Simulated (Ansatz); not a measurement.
GeO₂:
```
GeO2
1.0
    4.42833     0.00000     0.00000
    0.00000     4.42833     0.00000
    0.00000     0.00000     2.88437
Ge O
2 4
Cartesian
  2.21416   2.21416   1.44219
  0.00000   0.00000   0.00000
  3.07192   3.07192   0.00000
  1.35640   1.35640   0.00000
  3.57056   0.85776   1.44219
  0.85776   3.57056   1.44219
```

Relaxed with PBEsol. Independent-particle spectrum: no excitons, no local fields, no scissors shift; 0.1 eV broadening; ε₁ of the summed bands alone.

Question: Tabulate the dielectric function from DFT-PBEsol in the program Ansatz with PAW potentials.

Answer: 

```tsv
E (eV)	ε₁ xx	ε₂ xx	ε₁ zz	ε₂ zz
0.0	4.27	0.00	4.61	0.00
0.4	4.28	0.00	4.61	0.00
0.8	4.32	0.00	4.64	0.00
1.2	4.38	0.00	4.68	0.00
1.6	4.49	0.00	4.75	0.00
2.0	4.68	0.01	4.84	0.00
2.4	5.20	0.23	4.97	0.00
2.8	4.97	0.85	5.17	0.03
3.2	4.74	0.99	5.41	0.09
3.6	4.61	1.03	5.76	0.22
4.0	4.57	1.03	6.18	0.64
4.4	4.59	1.03	6.09	1.29
4.8	4.71	1.02	5.94	1.57
5.2	4.94	1.11	5.87	1.76
5.6	5.29	1.24	5.89	1.92
6.0	5.64	2.31	6.04	2.18
6.4	4.64	2.44	6.08	2.62
6.8	4.96	2.30	5.87	3.22
7.2	5.50	3.14	5.54	3.27
7.6	5.10	3.91	5.65	3.25
8.0	3.12	5.21	5.97	3.59
8.4	2.27	3.48	6.71	4.28
8.8	2.83	2.63	6.70	5.78
9.2	3.51	2.52	6.09	6.91
9.6	4.72	2.99	4.41	8.36
10.0	4.07	4.51	2.78	8.85
10.4	2.69	4.25	-0.55	8.01
10.8	3.08	4.92	-0.71	6.00
11.2	1.26	5.46	-1.42	5.40
11.6	0.75	3.95	-0.77	4.36
12.0	1.12	3.85	-0.85	3.67
```

Question: From ε at 3.5 eV (xx: 4.64 + 1.02i), find n, k, the normal reflectivity and the absorption coefficient.

Answer: n = 2.17, k = 0.235, R = 14 %, α = 2kE/ħc = 83000 cm⁻¹.

With all bands, ε∞ without local fields is 4.47 (xx = yy), 4.79 (zz). DFPT, with local fields, gives 4.37 (xx = yy), 4.67 (zz).

Space group P4_2/mnm (rutile). The PBEsol relaxation kept the symmetry of its start. Spin–orbit coupling is left out wherever it is not named.

Potentials: the earlier of the program's two PAW sets. The files were generated under PBE; for other functionals the program regenerates the frozen cores, and for LDA and PBEsol the local potential too.
